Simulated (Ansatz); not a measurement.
## CdI2: do energies and stresses tell the same story?

The calculation used DFT PBE+D3(BJ), scalar-relativistic, plane waves, PAW in Ansatz.

Plane waves to 420 eV, a k mesh through Γ of 6×6×4 on the computed 3-atom cell and Gaussian smearing (0.02 eV); no spin polarisation.

Relaxed cell: P-3m1, a = 4.240 Å, b = 4.240 Å, c = 6.836 Å, α = 90.00°, β = 90.00°, γ = 120.00°, 3 atoms in the primitive cell.

Energies at zero smearing and pressures from the stress tensor, at volumes with shape and atoms relaxed:
```
V (Å³/atom) E − E(first) (meV/atom) P (GPa)
     31.219                     0.00    3.546
     32.283                   -19.32    2.308
     33.347                   -31.28    1.347
     34.412                   -37.49    0.574
     35.476                   -39.30    0.016
     36.540                   -37.81   -0.443
     37.604                   -34.01   -0.742
     39.023                   -26.89   -0.900
```

Question: Check P = −dE/dV between neighbouring volumes, and get the bulk modulus from the pressures alone.

Answer: With 1 eV/Å³ = 160.2 GPa:
| middle V (Å³/atom) | −ΔE/ΔV (GPa) | mean P (GPa) |
| --- | --- | --- |
| 31.751 | 2.909 | 2.927 |
| 32.815 | 1.800 | 1.828 |
| 33.879 | 0.935 | 0.960 |
| 34.944 | 0.272 | 0.295 |
| 36.008 | -0.225 | -0.214 |
| 37.072 | -0.571 | -0.593 |
| 38.314 | -0.804 | -0.821 |

The two differ by 0.027 GPa at most. The mean of two end pressures misses the average over a step by about ΔV² P″/12, up to 0.026 GPa here; with that taken off 0.043 GPa remains, from the finite cutoff, the mesh or the relaxation's tolerance. Around V = 35.476 Å³/atom, the two neighbours give B = −V ΔP/ΔV = 35.476 × 1.017 / 2.129 = 16.9 GPa, against B0 = 15.9 GPa from the Birch–Murnaghan fit of the energies, which describes these points poorly (B0' = 9.5).

Cost: 9 runs of about 2.7 core-minutes in all, on Intel Xeon Platinum 8375C (Ice Lake) (shared hosts).